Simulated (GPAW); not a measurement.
# Ge (Fd-3m) in GPAW: a series of runs

The runs below take Ge through single point, with PBE.

Everything below comes from runs of GPAW 26.7.0. Logs are shortened: lines on timing, memory, paths and dates and some standing lists are left out, and cuts for length are marked. The log counts tension as positive stress, the text compression.

**Experimental background.**

From “Electronic and optical properties of SixGe1-x-ySny alloys lattice-matched to Ge”, 2021, arxiv:2109.02782, for a bulk crystal of Ge: band gap 0.807 eV (direct) at 300 K; band gap 0.666 eV (indirect) at 293 K.

From “Temperature-dependent photoluminescence in Ge: experiment and theory”, 2020, arxiv:2003.00143, for a bulk crystal of Ge at 0 K: band gap 0.744 eV (indirect).

How close the calculation comes is told below.

### 1 The structure

Symmetry: Fd-3m, No. 227, cubic system. The conventional cell has a = 5.658 Å, b = 5.658 Å, c = 5.658 Å, α = 90.00°, β = 90.00°, γ = 90.00°. Ge (site symmetry -43m) has 4 Ge at 2.45 Å as nearest neighbours.

### 2 Single point, PBE

run.py

```python
from ase import Atoms
from ase.dft.bandgap import bandgap
from ase.io import write
from ase.units import GPa
from gpaw import GPAW, PW

atoms = Atoms(['Ge', 'Ge'],
              cell=[[0.0, 2.82891, 2.82891],
                    [2.82891, 0.0, 2.82891],
                    [2.82891, 2.82891, 0.0]],
              scaled_positions=[[0.75, 0.75, 0.75],
                                [0.5, 0.5, 0.5]],
              pbc=True)

calc = GPAW(mode=PW(600),
            xc='PBE',
            kpts={'size': (8, 8, 8), 'gamma': True},
            occupations={'name': 'methfessel-paxton', 'order': 0, 'width': 0.014},
            nbands=11,
            convergence={'density': 1e-05, 'energy': 1e-05},
            maxiter=150,
            txt='gpaw.txt')
atoms.calc = calc
energy = atoms.get_potential_energy()
forces = atoms.get_forces()
stress = atoms.get_stress()
calc.write('gs.gpw')
write('result.traj', atoms)
print(f'Energy: {energy:.6f} eV')
print('Forces (eV/A):')
print(forces.round(4))
print('Stress (GPa):', (stress / GPa).round(3))
print('Fermi level:', round(calc.get_fermi_level(), 4), 'eV')
print(f'Gap: {bandgap(calc)[0]:.4f} eV, direct: {bandgap(calc, direct=True)[0]:.4f} eV')
```

Potentials or basis: GPAW PAW data sets (gpaw-data 1.2.1), pw.

On the command line:

```bash
OMP_NUM_THREADS=1 python run.py
```

gpaw.txt:

```text
__  _  _
 | _ |_)|_||  |
 |__||  | ||/\| - 26.7.0

Input parameters:
  mode=PW(ecut=600.0),
  convergence={'density': 1e-05, 'energy': 1e-05},
  kpts=MonkhorstPack(size=(8, 8, 8), gamma=True),
  maxiter=150,
  nbands=11,
  occupations=Occupations(name='methfessel-paxton', order=0, width=0.014),
  xc=XC(name='PBE')

Diagonalizing LCAO Hamiltonian
Converting LCAO to pw mode

           Ge

       Ge

Atoms  # Å, Bohr magnetons
|   | symbol |        x |        y |        z |    initial magnetic moments |
|---|--------|----------|----------|----------|-----------------------------|
| 0 |     Ge | 4.243365 | 4.243365 | 4.243365 | ( 0.0000,  0.0000,  0.0000) |
| 1 |     Ge | 2.828910 | 2.828910 | 2.828910 | ( 0.0000,  0.0000,  0.0000) |

Unit cell  # Å
| periodic |        x |        y |        z |  lengths |    angles |
|----------|----------|----------|----------|----------|-----------|
|      yes | 0.000000 | 2.828910 | 2.828910 | 4.000683 | 60.000000 |
|      yes | 2.828910 | 0.000000 | 2.828910 | 4.000683 | 60.000000 |
|      yes | 2.828910 | 2.828910 | 0.000000 | 4.000683 | 60.000000 |

Number of symmetries: 24
Symmetry operations  # r_c * U_cc + t_c -> r_c
|    | kind |            matrix            |
|----|------|------------------------------|
|  0 |  E   |  1, 0, 0,  0, 1, 0,  0, 0, 1 |
|  1 |  σ   |  1, 0, 0,  0, 0, 1,  0, 1, 0 |
|  2 |  σ   |  1, 0,-1,  0, 1,-1,  0, 0,-1 |
|  3 |  C3  |  1, 0,-1,  0, 0,-1,  0, 1,-1 |
|  4 |  C3  |  1,-1, 0,  0,-1, 1,  0,-1, 0 |
|  5 |  σ   |  1,-1, 0,  0,-1, 0,  0,-1, 1 |
|  6 |  σ   |  0, 1, 0,  1, 0, 0,  0, 0, 1 |
|  7 |  C3  |  0, 1, 0,  0, 0, 1,  1, 0, 0 |
|  8 |  C2  |  0, 1,-1,  1, 0,-1,  0, 0,-1 |
|  9 |  S4  |  0, 1,-1,  0, 0,-1,  1, 0,-1 |
| 10 |  C3  |  0, 0, 1,  1, 0, 0,  0, 1, 0 |
| 11 |  σ   |  0, 0, 1,  0, 1, 0,  1, 0, 0 |
| 12 |  S4  |  0, 0,-1,  1, 0,-1,  0, 1,-1 |
| 13 |  C3  |  0, 0,-1,  0, 1,-1,  1, 0,-1 |
| 14 |  S4  |  0,-1, 1,  1,-1, 0,  0,-1, 0 |
| 15 |  C2  |  0,-1, 1,  0,-1, 0,  1,-1, 0 |
| 16 |  C3  |  0,-1, 0,  1,-1, 0,  0,-1, 1 |
| 17 |  S4  |  0,-1, 0,  0,-1, 1,  1,-1, 0 |
| 18 |  S4  | -1, 1, 0, -1, 0, 1, -1, 0, 0 |
| 19 |  C3  | -1, 1, 0, -1, 0, 0, -1, 0, 1 |
| 20 |  C3  | -1, 0, 1, -1, 1, 0, -1, 0, 0 |
| 21 |  S4  | -1, 0, 1, -1, 0, 0, -1, 1, 0 |
| 22 |  σ   | -1, 0, 0, -1, 1, 0, -1, 0, 1 |
| 23 |  C2  | -1, 0, 0, -1, 0, 1, -1, 1, 0 |

BZ-sampling:
  Number of BZ points: 512
  Number of IBZ points: 29

  Monkhorst-Pack size: [8, 8, 8]
  Monkhorst-Pack shift: [0.0625, 0.0625, 0.0625]

K-points  # in reciprocal-cell coordinates
|     |                                coordinates |     weight |
|-----|--------------------------------------------|------------|
|   0 | (  0.00000000,   0.00000000,   0.00000000) | 0.00195312 |
|   1 | (  0.12500000,   0.12500000,   0.00000000) | 0.01171875 |
|   2 | (  0.12500000,   0.12500000,   0.12500000) | 0.01562500 |
|   3 | (  0.25000000,   0.12500000,   0.12500000) | 0.02343750 |
|   4 | (  0.25000000,   0.25000000,   0.00000000) | 0.01171875 |
|   5 | (  0.25000000,   0.25000000,   0.12500000) | 0.04687500 |
|   6 | (  0.25000000,   0.25000000,   0.25000000) | 0.01562500 |
|   7 | (  0.37500000,   0.25000000,  -0.37500000) | 0.04687500 |
|   8 | (  0.37500000,   0.25000000,   0.12500000) | 0.04687500 |
|   9 | (  0.37500000,   0.25000000,   0.25000000) | 0.04687500 |
| ... |                                            |            |
|  28 | (  0.50000000,   0.50000000,   0.50000000) | 0.00781250 |

Plane wave coefficients: 1540
Cutoff: 600.0 eV

Spin-components: 1 (collinear spins)
Bands:           11
Projectors:      10
Spin-degeneracy: 2
Datatype:        complex128

Parallelization:
  kpt:    1
  domain: 1
  band:   1

Density:
  Valence electrons: 8.0
  Components: 1
  Grid points: [24 24 24]
  Charge: 0.0  # |e|

Potential:
  Grid points: [24 24 24]

species:
  Ge:
    name:    Germanium
    Z:       32.0
    valence: 4
    core:    28
    charge:  0.0  # [|e|]
    compensation charges:
      type: gauss
      rc: 0.32  # [Å]
      lmax: 2
    cutoffs:
      filter: 1.77  # [Å]
      core: 3.42  # [Å]
    projectors
    | kind |    occ | energy [eV] | rcut [Å] |
    |------|--------|-------------|----------|
    |   4s |  2.000 |     -11.726 |    1.005 |
    |   4p |  2.000 |      -3.896 |    1.005 |
    |    s |        |      15.485 |    1.005 |
    |    p |        |      23.315 |    1.005 |
    |    d |        |       0.000 |    1.005 |

    Using partial waves for Ge as LCAO basis

Reference energy: -114195.275705  # eV

eigensolver:
  PPCG
  Converge bands: occupied
  niter=2

density mixing:
  MSR1-Mixer
  Pratt-step length: 0.05
  Maximum mixing coefficient: 0.75
  Old densities: 10
  SVD Regularization: 0.005
  Good broyden scale: 1.0
  Trust region scale: 1.0
  Backstep threshold: 4.0
  History deletion threshold: 6.0
  Fourier metric: weight=20.0, sigma=0.015

occupation numbers:
  Methfessel-Paxton:
    width: 0.0140  # eV
    order: 0

poisson solver:
  ecut: 4800.0  # eV

xc functional:
  name: PBE with 2 nearest neighbor stencil

convergence criteria:
- Maximum integral of absolute [dens]ity change: 1e-05 electrons / valence electron
- Maximum [total energy] change in last 3 cyles: 1e-05 eV / valence electron
- Maximum integral of absolute [eigenst]ate change: 4e-08 eV^2 / valence electron
maximum number of iterations: 150

SCF iterations
|iter     | |      energy | eigst |  dens |
|---------|-|-------------|-------|-------|
|iter:   1| |   -9.029615 | -0.45 |       |
|iter:   2| |   -9.026816 | -2.72 | -0.91 |
|iter:   3| |   -8.995515 | -2.68 | -0.93 |
|iter:   4| |   -8.995548 | -3.59 | -1.53 |
|iter:   5| |   -8.995637 | -5.23 | -2.48 |
|iter:   6| |   -8.995643 | -6.77 | -3.16 |
|iter:   7| |   -8.995644c| -7.89c| -3.76 |
|iter:   8| |   -8.995644c| -8.44c| -5.09c|

Converged in 8 steps
Energy contributions relative to reference atoms: (reference = -114195.275705)

Energy contributions:
  Kinetic:          26.103557
  Coulomb:         -23.288492
  Zero:              0.005562
  External:          0.000000
  Xc:              -11.816271
  Entropy:          -0.000000
  Spinorbit:         0.000000
  ----------------------------
  Free energy:      -8.995644
  Extrapolated:     -8.995644

dipole moment: (3.691731, 3.691731, 3.691731)  # |e|*Ang

Fermi level: 6.026
Eigenvalues  # (at kpt = [0.000, 0.000, 0.000])
| band index |      eig [eV] | occ [0-2] |
|------------|---------------|-----------|
|          0 |        -6.778 |     2.000 |
|          1 |         5.979 |     2.000 |
|          2 |         5.979 |     2.000 |
|          3 |         5.979 |     2.000 |
|          4 |         6.069 |     0.000 |
|          5 |         8.538 |     0.000 |
|          6 |         8.538 |     0.000 |
|          7 |         8.538 |     0.000 |
|          8 |        12.428 |     0.000 |
|          9 |        15.366 |     0.000 |
|         10 |        15.369 |     0.000 |

Gap: 0.090 eV
Transition (v -> c):
  (s=0, k=0, n=3, [0.00, 0.00, 0.00]) -> (s=0, k=0, n=4, [0.00, 0.00, 0.00])
No difference between direct/indirect transitions

Forces  # eV/Ang
|        x |       y |        z |
|----------|---------|----------|
| -0.00000 | 0.00000 | -0.00000 |  # Ge   0
| -0.00000 | 0.00000 | -0.00000 |  # Ge   1

Stress tensor  # eV/Ang^3
|         x |         y |         z |
|-----------|-----------|-----------|
| -0.023958 | -0.000000 | -0.000000 |
| -0.000000 | -0.023958 |  0.000000 |
| -0.000000 |  0.000000 | -0.023958 |

# Writing to gs.gpw (mode='')
```

It took 9.6 s on 1 thread of Arm Neoverse V1, shared host; peak memory 0.14 GiB.

Results:

```
Free energy            : -8.9956 eV
Pressure               : 3.8 GPa
Band gap on the k mesh : 0.09 eV, direct
```

Levels at points of the mesh, in eV from the valence-band top:
| k point | band 1 | band 2 | band 3 | band 4 | band 5 | band 6 | band 7 |
| --- | --- | --- | --- | --- | --- | --- | --- |
| (0.00, 0.00, 0.00) | -12.76 | 0.00 | 0.00 | 0.00 | 0.09 | 2.56 | 2.56 |
| (0.50, 0.50, 0.00) | -8.88 | -8.88 | -3.07 | -3.07 | 0.74 | 0.74 | 9.54 |
| (0.50, 0.50, 0.50) | -10.68 | -7.59 | -1.40 | -1.40 | 0.20 | 3.75 | 3.75 |

### 3 Single point, PBE

run.py

```python
from ase.dft.bandgap import bandgap
from ase.io import read, write
from ase.units import Bohr, GPa
from gpaw import GPAW, PW
from gpaw.elf import elf_from_dft_calculation

atoms = read('Ge.xyz')

calc = GPAW(mode=PW(600),
            xc='PBE',
            kpts={'size': (8, 8, 8), 'gamma': True},
            occupations={'name': 'methfessel-paxton', 'order': 0, 'width': 0.015},
            nbands=11,
            convergence={'density': 1e-05, 'energy': 1e-05},
            maxiter=150,
            txt='gpaw.txt')
atoms.calc = calc
energy = atoms.get_potential_energy()
forces = atoms.get_forces()
stress = atoms.get_stress()
calc.write('gs.gpw')
write('result.traj', atoms)
print(f'Energy: {energy:.6f} eV')
print('Forces (eV/A):')
print(forces.round(4))
print('Stress (GPa):', (stress / GPa).round(3))
print('Fermi level:', round(calc.get_fermi_level(), 4), 'eV')
print(f'Gap: {bandgap(calc)[0]:.4f} eV, direct: {bandgap(calc, direct=True)[0]:.4f} eV')

# fields on the real-space grid
write('density.cube', atoms, data=calc.get_pseudo_density() * Bohr**3)
write('potential.cube', atoms, data=calc.get_electrostatic_potential())
write('elf.cube', atoms, data=elf_from_dft_calculation(calc).data)
```

Ge.xyz

```xyz
2
Lattice="0.0000000000 2.8289100000 2.8289100000 2.8289100000 0.0000000000 2.8289100000 2.8289100000 2.8289100000 0.0000000000" Properties=species:S:1:pos:R:3 pbc="T T T"
Ge     4.2433650000      4.2433650000      4.2433650000
Ge     2.8289100000      2.8289100000      2.8289100000
```

Potentials or basis: GPAW PAW data sets (gpaw-data 1.2.1), pw.

On the command line:

```bash
OMP_NUM_THREADS=1 python run.py
```

Wall time 10 s (1 thread of Arm Neoverse V1, shared host); peak memory 0.15 GiB.

The run converged. Its results:

| Item | Value |
| --- | --- |
| Free energy | -8.9956 eV |
| Pressure | 3.8 GPa |
| Band gap on the k mesh | 0.09 eV, direct |

Levels at points of the mesh, in eV from the valence-band top:
```tsv
k point	band 2	band 3	band 4	band 5	band 6	band 7
(0.00, 0.00, 0.00)	0.00	0.00	0.00	0.09	2.56	2.56
(0.50, 0.50, 0.00)	-8.88	-3.07	-3.07	0.74	0.74	9.54
(0.50, 0.50, 0.50)	-7.59	-1.40	-1.40	0.20	3.75	3.75
```

(Continued in part 2 of 2.)
